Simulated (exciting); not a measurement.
# AlNi (Pm-3m) in exciting: notebook

One crystal, AlNi, is run at these levels: PBE, LDA, PBEsol; tasks: band structure.

Program: exciting (release sodium). These are calculated values, not measurements. Logs are shortened: lines on timing, memory, paths and dates and some standing lists are left out, and cuts for length are marked.

**1. The crystal as given**

The structure is cubic, space group Pm-3m (No. 221). Conventional cell: a = 2.881 Å, b = 2.881 Å, c = 2.881 Å, α = 90.00°, β = 90.00°, γ = 90.00°. Ni (site symmetry m-3m) is surrounded by 8 Al at 2.50 Å. Al (site symmetry m-3m) has 8 Ni at 2.50 Å as nearest neighbours.

**2. Band structure, PBE, collinear spin, ferromagnetic start**

Contents of input.xml:

```xml
<input>
  <title>AlNi</title>
  <structure speciespath="./" tshift="false">
    <crystal scale="1">
      <basevect>5.444300965047 0.000000000000 0.000000000000</basevect>
      <basevect>0.000000000000 5.444300965047 0.000000000000</basevect>
      <basevect>0.000000000000 0.000000000000 5.444300965047</basevect>
    </crystal>
    <species speciesfile="Ni.xml" rmt="2">
      <atom coord="0.500000000000 0.500000000000 0.500000000000" bfcmt="0 0 -8"/>
    </species>
    <species speciesfile="Al.xml" rmt="2">
      <atom coord="0.000000000000 0.000000000000 0.000000000000" bfcmt="0 0 0"/>
    </species>
  </structure>
  <groundstate do="fromscratch" ngridk="9 9 9" rgkmax="9" gmaxvr="14" lmaxapw="10" lmaxmat="10" lmaxvr="8" xctype="GGA_PBE" stype="Fermi Dirac" swidth="0.00183747" nempty="24" ValenceRelativity="iora*" epsengy="1e-05" epspot="1e-05" maxscl="90" outputlevel="normal">
    <spin reducebf="0.5"/>
  </groundstate>
  <properties>
    <bandstructure>
      <plot1d>
        <path steps="80">
          <point coord="0 0 0" label="G"/>
          <point coord="0 0.5 0" label="X"/>
          <point coord="0.5 0.5 0" label="M"/>
          <point coord="0 0 0" label="G"/>
          <point coord="0.5 0.5 0.5" label="R"/>
          <point coord="0 0.5 0" label="X" breakafter="true"/>
          <point coord="0.5 0.5 0" label="M"/>
          <point coord="0.5 0.5 0.5" label="R"/>
        </path>
      </plot1d>
    </bandstructure>
  </properties>
</input>
```

Potentials or basis: all-electron LAPW+lo, shipped species files, valence relativity iora*.

The run is started by

```sh
> OMP_NUM_THREADS=1 exciting_smp
```

INFO.OUT:

```text
================================================================================
EXCITING SODIUM started
[... 10 lines left out ...]

 Lattice vectors (cartesian) :
      5.4443009650      0.0000000000      0.0000000000
      0.0000000000      5.4443009650      0.0000000000
      0.0000000000      0.0000000000      5.4443009650

 Reciprocal lattice vectors (cartesian) :
      1.1540848582      0.0000000000      0.0000000000
      0.0000000000      1.1540848582      0.0000000000
      0.0000000000      0.0000000000      1.1540848582

 Unit cell volume                           :     161.3713290895
 Brillouin zone volume                      :       1.5371393100

 Species :    1 (Ni)
     parameters loaded from                 :    Ni.xml
     name                                   :    nickel
     nuclear charge                         :     -28.00000000
     electronic charge                      :      28.00000000
     atomic mass                            :  106991.52300000
     muffin-tin radius                      :       2.00000000
     # of radial points in muffin-tin       :     350

     atomic positions (lattice) :
       1 :   0.50000000  0.50000000  0.50000000

     magnetic fields (cartesian) :
       1 :   0.00000000  0.00000000 -8.00000000

 Species :    2 (Al)
     parameters loaded from                 :    Al.xml
     name                                   :    aluminium
     nuclear charge                         :     -13.00000000
     electronic charge                      :      13.00000000
     atomic mass                            :   49184.33493000
     muffin-tin radius                      :       2.00000000
     # of radial points in muffin-tin       :     300

     atomic positions (lattice) :
       1 :   0.00000000  0.00000000  0.00000000

     magnetic fields (cartesian) :
       1 :   0.00000000  0.00000000  0.00000000

 Total number of atoms per unit cell        :       2

 Spin treatment                             :    spin-polarised
 Global magnetic field (cartesian) :        0.00000000   0.00000000   0.00000000
 collinear magnetisation in z-direction

 Number of Bravais lattice symmetries       :      48
 Number of crystal symmetries               :      48

 k-point grid                               :       9    9    9
 Total number of k-points                   :      35
 k-point set is reduced with crystal symmetries

 R^MT_min * |G+k|_max (rgkmax)              :       9.00000000
 Species with R^MT_min                      :       1 (Ni)
 Maximum |G+k| for APW functions            :       4.50000000
 Maximum |G| for potential and density      :      14.00000000

 G-vector grid sizes                        :      25    25    25
 Total number of G-vectors                  :    7497

 Maximum angular momentum used for
     APW functions                          :      10
     computing H and O matrix elements      :      10
     potential and density                  :       8
     inner part of muffin-tin               :       2

 Total nuclear charge                       :     -41.00000000
 Total electronic charge                    :      41.00000000
 Total core charge                          :      16.00000000
 Total valence charge                       :      25.00000000

 Number of empty states                     :      24
 Total number of valence states             :      74

 Maximum Hamiltonian size                   :     284
 Maximum number of plane-waves              :     265
 Total number of local-orbitals             :      19

 Exchange-correlation type                  :      20
     Perdew-Burke-Ernzerhof, Phys. Rev. Lett. 77, 3865 (1996)
     Generalised gradient approximation (GGA)

 Smearing scheme                            :    Fermi-Dirac
 Smearing width                             :       0.00183747

 Using multisecant Broyden potential mixing
[... 16 lines left out ...]
+ SCF iteration number :    1                                                  +
++++++++++++++++++++++++++++++++++++++++++++++++++++++++++++++++++++++++++++++++
 Total energy                               :     -1772.12688224
 _______________________________________________________________
 Fermi energy                               :         0.33366016
 Kinetic energy                             :      1784.23887146
 Coulomb energy                             :     -3473.60270019
 Exchange energy                            :       -80.89902293
 Correlation energy                         :        -1.86403058
 No external B-field energy in total energy

 DOS at Fermi energy (states/Ha/cell)       :        16.19857329

 Electron charges :
     core                                   :        16.00000000
     core leakage                           :         0.00366620
     valence                                :        25.00000000
     interstitial                           :         3.34615749
     charge in muffin-tin spheres :
                  atom     1    Ni          :        26.82883271
                  atom     2    Al          :        10.82500980
     total charge in muffin-tins            :        37.65384251
     total charge                           :        41.00000000

 Moments :
     interstitial                           :        -0.00413184
     moment in muffin-tin spheres :
                  atom     1    Ni          :         0.34084394
                  atom     2    Al          :        -0.00742194
     total moment in muffin-tins            :         0.33342199
     total moment                           :         0.32929016

++++++++++++++++++++++++++++++++++++++++++++++++++++++++++++++++++++++++++++++++
+ SCF iteration number :    2                                                  +
++++++++++++++++++++++++++++++++++++++++++++++++++++++++++++++++++++++++++++++++
 Total energy                               :     -1755.80192348
 _______________________________________________________________
 Fermi energy                               :         0.36993236
 Kinetic energy                             :      1792.03541512
 Coulomb energy                             :     -3465.88138949
 Exchange energy                            :       -80.09530300
 Correlation energy                         :        -1.86064610
 No external B-field energy in total energy
[... 581 lines left out ...]
++++++++++++++++++++++++++++++++++++++++++++++++++++++++++++++++++++++++++++++++
+ SCF iteration number :   18                                                  +
++++++++++++++++++++++++++++++++++++++++++++++++++++++++++++++++++++++++++++++++
 Total energy                               :     -1763.70324788
 _______________________________________________________________
 Fermi energy                               :         0.34663951
 Kinetic energy                             :      1788.38957196
 Coulomb energy                             :     -3469.77121114
 Exchange energy                            :       -80.45908587
 Correlation energy                         :        -1.86252284
 No external B-field energy in total energy

 DOS at Fermi energy (states/Ha/cell)       :        21.22052676

 Electron charges :
     core                                   :        16.00000000
     core leakage                           :         0.00365715
     valence                                :        25.00000000
     interstitial                           :         3.60943292
     charge in muffin-tin spheres :
                  atom     1    Ni          :        26.44272356
                  atom     2    Al          :        10.94784352
     total charge in muffin-tins            :        37.39056708
     total charge                           :        41.00000000

 Moments :
     interstitial                           :        -0.00000119
     moment in muffin-tin spheres :
                  atom     1    Ni          :         0.00000827
                  atom     2    Al          :        -0.00000027
     total moment in muffin-tins            :         0.00000800
     total moment                           :         0.00000681

 RMS change in effective potential (target) :  0.661486E-08  ( 0.100000E-04)
 Absolute change in total energy   (target) :  0.222037E-05  ( 0.100000E-04)
 Charge distance                   (target) :  0.496612E-08  ( 0.100000E-04)

++++++++++++++++++++++++++++++++++++++++++++++++++++++++++++++++++++++++++++++++
| Convergency criteria checked for the last 2 iterations                       +
| Convergence targets achieved. Performing final SCF iteration                 +
++++++++++++++++++++++++++++++++++++++++++++++++++++++++++++++++++++++++++++++++
 Total energy                               :     -1763.70324807
 _______________________________________________________________
 Fermi energy                               :         0.34663951
 Kinetic energy                             :      1788.38957188
 Coulomb energy                             :     -3469.77121123
 Exchange energy                            :       -80.45908588
 Correlation energy                         :        -1.86252284
 No external B-field energy in total energy

 DOS at Fermi energy (states/Ha/cell)       :        21.22052654

 Electron charges :
     core                                   :        16.00000000
     core leakage                           :         0.00365715
     valence                                :        25.00000000
     interstitial                           :         3.60943291
     charge in muffin-tin spheres :
                  atom     1    Ni          :        26.44272357
                  atom     2    Al          :        10.94784352
     total charge in muffin-tins            :        37.39056709
     total charge                           :        41.00000000

 Moments :
     interstitial                           :        -0.00000069
     moment in muffin-tin spheres :
                  atom     1    Ni          :         0.00000480
                  atom     2    Al          :        -0.00000015
     total moment in muffin-tins            :         0.00000465
     total moment                           :         0.00000396

++++++++++++++++++++++++++++++++++++++++++++++++++++++++++++++++++++++++++++++++
[... 7 lines left out ...]

--------------------------------------------------------------------------------
- CAUTION! Warnings have been written in file WARNING.OUT !                    -
--------------------------------------------------------------------------------
================================================================================
| EXCITING SODIUM stopped                                                      =
================================================================================
```

It took 98 s on 1 thread of Arm Neoverse V2, shared host; peak memory 0.15 GiB.

Results:

| Item | Value |
| --- | --- |
| Free energy | -47992.8169 eV |
| Band gap on the k mesh | none (metal or under the smearing width) |
| Net moment | 0.00 μB per cell |
| All electrons inside the program's atomic spheres | Ni 26.44; Al 10.95 (radii Ni 2.0, Al 2.0 bohr) |

Levels at the corners of the path, in eV from the Fermi level:
Spin up:
| point | band 8 | band 9 | band 10 | band 11 | band 12 | band 13 | band 14 | band 15 | band 16 | band 17 |
| --- | --- | --- | --- | --- | --- | --- | --- | --- | --- | --- |
| Γ | -3.25 | -3.25 | -1.55 | -1.55 | -1.55 | 5.47 | 5.47 | 5.47 | 8.14 | 8.14 |
| X | -6.81 | -2.77 | -2.25 | -2.25 | -1.46 | -0.65 | 8.27 | 9.98 | 9.98 | 10.90 |
| M | -3.39 | -2.90 | -2.90 | -2.08 | -2.08 | -1.02 | 1.45 | 2.48 | 12.26 | 15.20 |
| Γ | -3.25 | -3.25 | -1.55 | -1.55 | -1.55 | 5.47 | 5.47 | 5.47 | 8.14 | 8.14 |
| R | -4.11 | -4.11 | -0.99 | -0.99 | 1.97 | 1.97 | 1.97 | 3.68 | 4.46 | 4.46 |
| X | -6.81 | -2.77 | -2.25 | -2.25 | -1.46 | -0.65 | 8.27 | 9.98 | 9.98 | 10.90 |
| M | -3.39 | -2.90 | -2.90 | -2.08 | -2.08 | -1.02 | 1.45 | 2.48 | 12.26 | 15.20 |
| R | -4.11 | -4.11 | -0.99 | -0.99 | 1.97 | 1.97 | 1.97 | 3.68 | 4.46 | 4.46 |
Spin down:
| point | band 9 | band 10 | band 11 | band 12 | band 13 | band 14 | band 15 | band 16 |
| --- | --- | --- | --- | --- | --- | --- | --- | --- |
| Γ | -3.25 | -1.55 | -1.55 | -1.55 | 5.47 | 5.47 | 5.47 | 8.14 |
| X | -2.77 | -2.25 | -2.25 | -1.46 | -0.65 | 8.27 | 9.98 | 9.98 |
| M | -2.90 | -2.90 | -2.08 | -2.08 | -1.02 | 1.45 | 2.48 | 12.26 |
| Γ | -3.25 | -1.55 | -1.55 | -1.55 | 5.47 | 5.47 | 5.47 | 8.14 |
| R | -4.11 | -0.99 | -0.99 | 1.97 | 1.97 | 1.97 | 3.68 | 4.46 |
| X | -2.77 | -2.25 | -2.25 | -1.46 | -0.65 | 8.27 | 9.98 | 9.98 |
| M | -2.90 | -2.90 | -2.08 | -2.08 | -1.02 | 1.45 | 2.48 | 12.26 |
| R | -4.11 | -0.99 | -0.99 | 1.97 | 1.97 | 1.97 | 3.68 | 4.46 |

Caveat: the log's total energy holds no entropy term; the free energy is that total less TS from the occupations; the starting moments collapsed, and a magnetic state may lie lower.

**3. Band structure, LDA, collinear spin, ferromagnetic start**

input.xml, as its differences from that of step 2:

```diff
@@ -15,3 +15,3 @@
   </structure>
-  <groundstate do="fromscratch" ngridk="9 9 9" rgkmax="9" gmaxvr="14" lmaxapw="10" lmaxmat="10" lmaxvr="8" xctype="GGA_PBE" stype="Fermi Dirac" swidth="0.00183747" nempty="24" ValenceRelativity="iora*" epsengy="1e-05" epspot="1e-05" maxscl="90" outputlevel="normal">
+  <groundstate do="fromscratch" ngridk="9 9 9" rgkmax="9" gmaxvr="14" lmaxapw="10" lmaxmat="10" lmaxvr="8" xctype="LDA_PW" stype="Fermi Dirac" swidth="0.00183747" nempty="24" ValenceRelativity="iora*" epsengy="1e-05" epspot="1e-05" maxscl="90" outputlevel="high">
     <spin reducebf="0.5"/>
@@ -33,2 +33,32 @@
     </bandstructure>
+    <chargedensityplot>
+      <plot3d>
+        <box grid="15 15 15">
+          <origin coord="0 0 0"/>
+          <point coord="1 0 0"/>
+          <point coord="0 1 0"/>
+          <point coord="0 0 1"/>
+        </box>
+      </plot3d>
+    </chargedensityplot>
+    <elfplot>
+      <plot3d>
+        <box grid="15 15 15">
+          <origin coord="0 0 0"/>
+          <point coord="1 0 0"/>
+          <point coord="0 1 0"/>
+          <point coord="0 0 1"/>
+        </box>
+      </plot3d>
+    </elfplot>
+    <exccplot>
+      <plot3d>
+        <box grid="15 15 15">
+          <origin coord="0 0 0"/>
+          <point coord="1 0 0"/>
+          <point coord="0 1 0"/>
+          <point coord="0 0 1"/>
+        </box>
+      </plot3d>
+    </exccplot>
   </properties>
```

Potentials or basis: all-electron LAPW+lo, shipped species files, valence relativity iora*.

The run is started by

```sh
> OMP_NUM_THREADS=1 exciting_smp
```

It took 2 min on 1 thread of Arm Neoverse V2, shared host; peak memory 0.15 GiB.

It converged, with:

* Free energy: -47902.0888 eV
* Band gap on the k mesh: none (metal or under the smearing width)
* Net moment: 0.00 μB per cell
* All electrons inside the program's atomic spheres: Ni 26.46; Al 10.96 (radii Ni 2.0, Al 2.0 bohr)

Levels at the corners of the path, in eV from the Fermi level:
Spin up:
| point | band 9 | band 10 | band 11 | band 12 | band 13 | band 14 | band 15 | band 16 |
| --- | --- | --- | --- | --- | --- | --- | --- | --- |
| Γ | -3.26 | -1.57 | -1.57 | -1.57 | 5.45 | 5.45 | 5.45 | 8.25 |
| X | -2.79 | -2.27 | -2.27 | -1.48 | -0.67 | 8.37 | 9.96 | 9.96 |
| M | -2.84 | -2.84 | -2.10 | -2.10 | -1.04 | 1.43 | 2.48 | 12.11 |
| Γ | -3.26 | -1.57 | -1.57 | -1.57 | 5.45 | 5.45 | 5.45 | 8.25 |
| R | -4.11 | -1.01 | -1.01 | 2.02 | 2.02 | 2.02 | 3.57 | 4.50 |
| X | -2.79 | -2.27 | -2.27 | -1.48 | -0.67 | 8.37 | 9.96 | 9.96 |
| M | -2.84 | -2.84 | -2.10 | -2.10 | -1.04 | 1.43 | 2.48 | 12.11 |
| R | -4.11 | -1.01 | -1.01 | 2.02 | 2.02 | 2.02 | 3.57 | 4.50 |
Spin down:
```tsv
point	band 9	band 10	band 11	band 12	band 13	band 14	band 15	band 16
Γ	-3.26	-1.57	-1.57	-1.57	5.45	5.45	5.45	8.25
X	-2.79	-2.27	-2.27	-1.48	-0.67	8.37	9.96	9.96
M	-2.84	-2.84	-2.10	-2.10	-1.04	1.43	2.48	12.11
Γ	-3.26	-1.57	-1.57	-1.57	5.45	5.45	5.45	8.25
R	-4.11	-1.01	-1.01	2.02	2.02	2.02	3.57	4.50
X	-2.79	-2.27	-2.27	-1.48	-0.67	8.37	9.96	9.96
M	-2.84	-2.84	-2.10	-2.10	-1.04	1.43	2.48	12.11
R	-4.11	-1.01	-1.01	2.02	2.02	2.02	3.57	4.50
```

Caveat: the log's total energy holds no entropy term; the free energy is that total less TS from the occupations; the starting moments collapsed, and a magnetic state may lie lower.

**4. Band structure, PBEsol, collinear spin, ferromagnetic start**

input.xml, as its differences from that of step 3:

```diff
@@ -15,3 +15,3 @@
   </structure>
-  <groundstate do="fromscratch" ngridk="9 9 9" rgkmax="9" gmaxvr="14" lmaxapw="10" lmaxmat="10" lmaxvr="8" xctype="LDA_PW" stype="Fermi Dirac" swidth="0.00183747" nempty="24" ValenceRelativity="iora*" epsengy="1e-05" epspot="1e-05" maxscl="90" outputlevel="high">
+  <groundstate do="fromscratch" ngridk="9 9 9" rgkmax="9" gmaxvr="14" lmaxapw="10" lmaxmat="10" lmaxvr="8" xctype="GGA_PBE_SOL" stype="Fermi Dirac" swidth="0.00183747" nempty="24" ValenceRelativity="iora*" epsengy="1e-05" epspot="1e-05" maxscl="90" outputlevel="normal">
     <spin reducebf="0.5"/>
```

The run is started by

```sh
> OMP_NUM_THREADS=1 exciting_smp
```

Wall time 6.5 min (1 thread of Arm Neoverse V2, shared host); peak memory 0.15 GiB.

The run converged, but a check on its numbers failed (symmetry, net force, bounds or a known fault of this set-up), so they aren't taken as properties of the crystal.

Caveat: the deep levels don't match the atoms' shells, a sign that the basis lost a shell or filled one twice; the log's total energy holds no entropy term; the free energy is that total less TS from the occupations; the starting moments collapsed, and a magnetic state may lie lower.

**5. For comparison**

An earlier run on the cell as given: functional PBE; potentials or basis all-electron LAPW+lo, shipped species files, valence relativity iora*; rgkmax 9; k mesh 9 × 9 × 9; occupations fermi-dirac, width 0.05 eV; collinear spin, ferromagnetic start.

* Band gap on the k mesh: none (metal or under the smearing width)
* Net moment: 0.00 μB per cell
* All electrons inside the program's atomic spheres: Ni 26.44; Al 10.95 (radii Ni 2.0, Al 2.0 bohr)
